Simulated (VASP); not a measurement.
Set up this calculation in VASP 6.6.1, as the native input.

```yaml
Task: work function
Functional: PBE
Potentials_or_basis: VASP PAW PBE potentials, release 64 (Y_sv)
Cutoff: 520 eV
k_mesh: 8 × 8 × 1
Occupations: fermi-dirac, width 0.05 eV
Spin: no spin polarisation
Dipole_correction: yes
Further_INCAR_settings: ALGO = Normal; EDIFF = 1e-06
```

The structure of Y lies in POSCAR:

```
Y
1.0
    3.6514992371      0.0000000000      0.0000000000
   -1.8257496186      3.1622911012      0.0000000000
    0.0000000000      0.0000000000     20.7474000000
Y
3
Direct
    0.3333333333      0.6666666666      0.3614910784
    0.6666666667      0.3333333334      0.5000000000
    0.3333333333      0.6666666666      0.6385089216
```

The slab is cut from a database's or a generator's crystal, which needn't be the stable form of the element.

The input as run:

INCAR

```
SYSTEM = Y
ALGO = Normal
DIPOL = 0.5 0.5 0.500
EDIFF = 1E-6
ENCUT = 520
GGA = PE
IDIPOL = 3
ISIF = 2
ISMEAR = -1
LASPH = .True.
LCHARG = .True.
LDIPOL = .True.
LELF = .True.
LREAL = .False.
LVACPOTAV = .True.
LVHAR = .True.
LWAVE = .False.
NELM = 60
PREC = Accurate
SIGMA = 0.05
```

KPOINTS

```
k-points
0
Gamma
  8 8 1
  0 0 0
```

Potentials or basis: VASP PAW PBE potentials, release 64 (Y_sv).

The run is started by

```sh
$ cat potpaw_PBE.64/Y_sv/POTCAR > POTCAR
$ mpirun -np 1 vasp_std > vasp.out
```

It gave:

| Item | Value |
| --- | --- |
| Largest force | 0.204 eV/Å |
| Band gap on the k mesh | none (metal or under the smearing width) |
| Work function of the upper face | 3.27 eV |
| Work function of the lower face | 3.27 eV |

Wall time 94 s on 1 thread of Intel(R) Xeon(R) Platinum 8488C (Sapphire Rapids), on a shared host, peak memory 0.35 GiB.
